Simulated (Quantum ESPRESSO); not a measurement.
A calculation with Quantum ESPRESSO 7.5 of Re (native input, structure typed inline):

File pw.in:

```
&CONTROL
  calculation = 'scf'
  prefix = 'pwscf'
  outdir = './tmp'
  pseudo_dir = './pseudo'
  tprnfor = .true.
  tstress = .true.
  disk_io = 'low'
/
&SYSTEM
  ibrav = 0
  celldm(1) = 8
  nat = 2
  ntyp = 1
  ecutwfc = 45
  ecutrho = 360
  nbnd = 22
  occupations = 'smearing'
  smearing = 'fd'
  degauss = 0.00367493
/
&ELECTRONS
  conv_thr = 4d-10
  electron_maxstep = 120
  mixing_beta = 0.5
/
ATOMIC_SPECIES
Re   186.2070 re_pbesol_v1.2.uspp.F.UPF
CELL_PARAMETERS alat
  0.6521444856084   0.0000000000000   0.0000000000000
 -0.3260722428042   0.5647736914823   0.0000000000000
  0.0000000000000   0.0000000000000   1.0530971261008
ATOMIC_POSITIONS crystal
Re     0.6666666667    0.3333333333    0.7500000000
Re     0.3333333333    0.6666666667    0.2500000000
K_POINTS automatic
11 11 6 0 0 0
```

Contents of pp_density.in:

```
&INPUTPP
  prefix = 'pwscf'
  outdir = './tmp'
  filplot = 'density.dat'
  plot_num = 0
/
&PLOT
  nfile = 1
  filepp(1) = 'density.dat'
  iflag = 3
  output_format = 6
  fileout = 'density.cube'
/
```

File pp_potential.in:

```
&INPUTPP
  prefix = 'pwscf'
  outdir = './tmp'
  filplot = 'potential.dat'
  plot_num = 11
/
&PLOT
  nfile = 1
  filepp(1) = 'potential.dat'
  iflag = 3
  output_format = 6
  fileout = 'potential.cube'
/
```

Potentials or basis: GBRV 1.5 PBEsol.

Launch:

```console
$ OMP_NUM_THREADS=1 mpirun -n 2 pw.x -nk 2 -in pw.in > pw.out
$ OMP_NUM_THREADS=1 mpirun -n 1 pp.x -in pp_density.in > pp_density.out
$ OMP_NUM_THREADS=1 mpirun -n 1 pp.x -in pp_potential.in > pp_potential.out
```

Write the same calculation in another form: ASE script, Cartesian positions.

As run:

run.py

```python
import numpy as np
from ase.calculators.espresso import Espresso, EspressoProfile
from ase.io import read

atoms = read('Re.xyz')

input_data = {
    'control': {'calculation': 'scf', 'prefix': 'pwscf', 'outdir': './tmp', 'tprnfor': True, 'tstress': True, 'disk_io': 'nowf'},
    'system': {'ecutwfc': 45.0, 'ecutrho': 360.0, 'nbnd': 22, 'occupations': 'smearing', 'smearing': 'fd', 'degauss': 0.00367493},
    'electrons': {'conv_thr': 4e-10, 'electron_maxstep': 120, 'mixing_beta': 0.5},
}
pseudopotentials = {'Re': 're_pbesol_v1.2.uspp.F.UPF'}
profile = EspressoProfile(command='mpirun -n 2 pw.x -nk 2', pseudo_dir='pseudo')
dft = Espresso(profile=profile, input_data=input_data, pseudopotentials=pseudopotentials, kpts=(11, 11, 6), koffset=(0, 0, 0))
atoms.calc = dft

print(f'energy {atoms.get_potential_energy():.8f} eV')
print('forces (eV/A)')
print(np.round(atoms.get_forces(), 6))
print('stress (eV/A^3, Voigt)')
print(np.round(atoms.get_stress(), 8))
print(f'Fermi level {dft.get_fermi_level():.4f} eV')
```

Re.xyz

```xyz
2
Lattice="2.7608000000 0.0000000000 0.0000000000 -1.3804000000 2.3909229348 0.0000000000 0.0000000000 0.0000000000 4.4582000000" Properties=species:S:1:pos:R:3 pbc="T T T"
Re     1.3804000001      0.7969743115      3.3436500000
Re    -0.0000000001      1.5939486233      1.1145500000
```

Potentials or basis: GBRV 1.5 PBEsol.

Launch:

```bash
$ OMP_NUM_THREADS=1 python run.py
```

Both were run:

|  | native input, structure typed inline | ASE script, Cartesian positions |
| --- | --- | --- |
| Pressure | -4.3 GPa | -4.3 GPa |
| Band gap on the k mesh | none (metal or under the smearing width) | none (metal or under the smearing width) |

Keys that steer only the numerical path or the files written may differ.
